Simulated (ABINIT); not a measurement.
FeO:

```
Fe O
1.0
    -1.60210    1.60210    2.08339
     1.60210   -1.60210    2.08339
     1.60210    1.60210   -2.08339
Fe O
1 1
Direct
  0.00000 0.00000 0.00000
  0.50000 0.50000 0.00000
```

The cell comes from a database or a generator and needn't be the stable form of this composition.

```yaml
Program: ABINIT 10.8.3 (patched build)
Task: relaxation of cell and atoms
Functional: PBEsol
Potentials_or_basis: JTH PAW PBE v2.0
Cutoff: 707 eV
k_mesh: 8 × 8 × 8
Occupations: fermi-dirac, width 0.05 eV
Spin: collinear spin, ferromagnetic start
Starting_moments: "[3.0, 0.0] μB"
```

At the start: pressure -16.1 GPa; volume 10.70 Å³/atom.

Q: How do energy, volume and symmetry change on relaxing?

A: Over 6 steps the energy falls by 75.0 meV/atom and the volume is 9.57 Å³/atom (-10.5 %); space group Fm-3m (No. 225, to 0.05 Å); moment 4.00 μB per cell.

Step by step:
| step | energy change (eV) | largest force (eV/Å) | pressure (GPa) | volume (Å³) |
| --- | --- | --- | --- | --- |
| 1 | 0.0000 | 0.0000 | -16.09 | 21.39 |
| 2 | -0.0840 | 0.0000 | -9.11 | 20.35 |
| 3 | -0.1338 | 0.0000 | 2.41 | 18.98 |
| 4 | -0.1416 | 0.0000 | 1.83 | 19.01 |
| 5 | -0.1498 | 0.0000 | 0.19 | 19.13 |
| 6 | -0.1500 | 0.0000 | 0.06 | 19.14 |

Final structure:
```yaml
crystal:
  lattice:
    - [-1.50164, 1.50164, 2.12249]
    - [1.50164, -1.50164, 2.12249]
    - [1.50164, 1.50164, -2.12249]
  atoms:
    - { symbol: Fe, position: [0.00000, 0.00000, 0.00000] }
    - { symbol: O, position: [0.50000, 0.50000, 0.00000] }
```

Caveat: the PAW data sets were made with another functional, which shifts forces and pressure a little; a cell with one magnetic atom can't hold antiferromagnetic order, which such compounds often take.
